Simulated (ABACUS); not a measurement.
Crystal: HfC.

```
Hf C
1.0
     0.00000    2.32500    2.32500
     2.32500    0.00000    2.32500
     2.32500    2.32500    0.00000
Hf C
1 1
Direct
  0.50000 0.50000 0.50000
  0.00000 0.00000 0.00000
```

- Program: ABACUS 3.10.1
- Task: single point
- Functional: PBE
- Potentials or basis: PseudoDojo NC SR 0.4.1 PBE standard
- Cutoff: 1116 eV
- Density cutoff: 4463 eV
- Basis: plane waves
- k mesh: 10 × 10 × 10
- Occupations: fermi-dirac, width 0.05 eV
- Spin: no spin polarisation

On this cell: pressure 0.4 GPa; largest force zero by symmetry; band gap on the k mesh none (metal or under the smearing width).

The same run follows on a disturbed copy (atoms moved at random, drawn with an rms of 0.05 Å):

```xyz
2
Lattice="0.0000 2.3250 2.3250 2.3250 0.0000 2.3250 2.3250 2.3250 0.0000" Properties=species:S:1:pos:R:3 pbc="T T T"
Hf    2.3174    2.2719    2.3181
C     0.0297   -0.0376    0.0215
```

Problem. What does the disturbed cell give?

Solution. The energy (extrapolated to zero smearing) moves by +4.6 meV/atom; pressure 0.6 GPa; largest force 0.361 eV/Å; band gap on the k mesh none (metal or under the smearing width).

Forces in eV/Å, atoms in the order of the input:
```
Hf   0.272  0.114  0.208
C   -0.272 -0.114 -0.208
```

Stress tensor (GPa, compression positive):
```
 0.79 -0.09 -0.16
-0.09  0.48 -0.07
-0.16 -0.07  0.63
```
